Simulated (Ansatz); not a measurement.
Relaxation of a periodic cell of 17 atoms, Si5O12 (host SiO2, host structure R32, one Si atom removed), to a largest force component of 0.03 eV/Å in at most 60 steps.

All numbers below come from Ansatz, DFT PBE-D3(BJ), scalar-relativistic, plane waves, PAW. Settings: PAW set soft_1, cutoff 420 eV, k mesh 2x2x2, gaussian smearing 0.02 eV, no spin polarisation.

```xyz
17
Lattice="-3.9756 -2.2953 5.2331 3.9756 -2.2953 5.2331 0.0000 4.5906 5.2331" Properties=species:S:1:pos:R:3:forces:R:3
Si 1.753 0.059 3.853 -4.25 -0.42 4.22
Si -0.887 1.478 3.927 0.89 -0.78 0.15
O -1.508 -0.005 3.969 -0.84 -1.43 -0.10
O 0.784 -1.321 3.939 -0.15 0.02 -0.10
O 0.700 1.305 3.914 2.04 0.46 -0.02
O -1.342 2.317 7.854 0.47 0.16 0.51
O -1.346 -2.311 7.864 2.69 0.00 -3.70
O 2.660 -0.007 7.881 -0.70 1.34 -2.12
Si 1.714 -0.052 11.765 -0.62 2.03 0.96
Si -0.855 1.459 11.765 -0.69 2.55 -1.00
Si -0.846 -1.498 11.766 -1.62 -0.43 0.42
O -1.480 0.019 11.766 -1.22 -2.35 0.06
O 0.734 -1.314 11.826 0.56 -1.05 -0.33
O 0.726 1.327 11.779 2.17 -0.76 -0.07
O 2.619 -0.025 5.227 0.63 0.46 0.47
O -1.376 2.287 5.217 0.21 0.50 -0.04
O -1.357 -2.268 5.195 0.45 -0.31 0.68
```

Problem. Where does it end, and by what steps?

Solution. The run converged. The force dipped under the threshold on the way, but the program's further checks kept it going. Limits of this set-up: coarse k mesh. After 15 steps the energy has fallen by 3.384 eV; O4 moved furthest, 0.90 Å. Joined: O3–O4 (2.64 → 1.40 Å).

```csv
step,energy less start (eV),largest force component (eV/Å),accepted
0,0.0000,4.252,yes
1,-0.4980,2.730,yes
2,-1.0075,0.608,yes
3,-1.4353,1.954,yes
4,-2.6216,2.307,yes
5,-2.6745,4.954,yes
6,-3.1789,0.378,yes
7,-3.2771,0.240,yes
8,-3.3265,0.222,yes
9,-3.3469,0.348,yes
10,-3.3246,0.324,no
11,-3.3762,0.109,yes
12,-3.3824,0.071,yes
13,-3.3827,0.098,yes
14,-3.3839,0.026,yes
15,-3.3839,0.025,yes
```

```xyz
17
Lattice="-3.9756 -2.2953 5.2331 3.9756 -2.2953 5.2331 0.0000 4.5906 5.2331" Properties=species:S:1:pos:R:3
Si 1.604 0.246 3.877
Si -0.745 1.648 3.884
O -0.980 -0.056 3.610
O 0.228 -0.760 3.514
O 0.883 1.709 3.813
O -1.361 1.494 7.877
O -1.230 -2.395 8.052
O 2.508 0.163 7.933
Si 1.694 -0.377 11.870
Si -0.681 1.503 11.889
Si -1.071 -1.442 11.738
O -1.559 0.111 11.717
O 0.539 -1.505 11.497
O 0.894 1.054 12.110
O 2.147 -0.034 5.368
O -1.368 2.092 5.280
O -0.807 -2.002 5.477
```

Whether the end is a true minimum wasn't checked by a vibrational analysis.

The run took 2.9 min on 1 thread of Arm Neoverse V1 (shared host), peak memory 0.49 GiB.
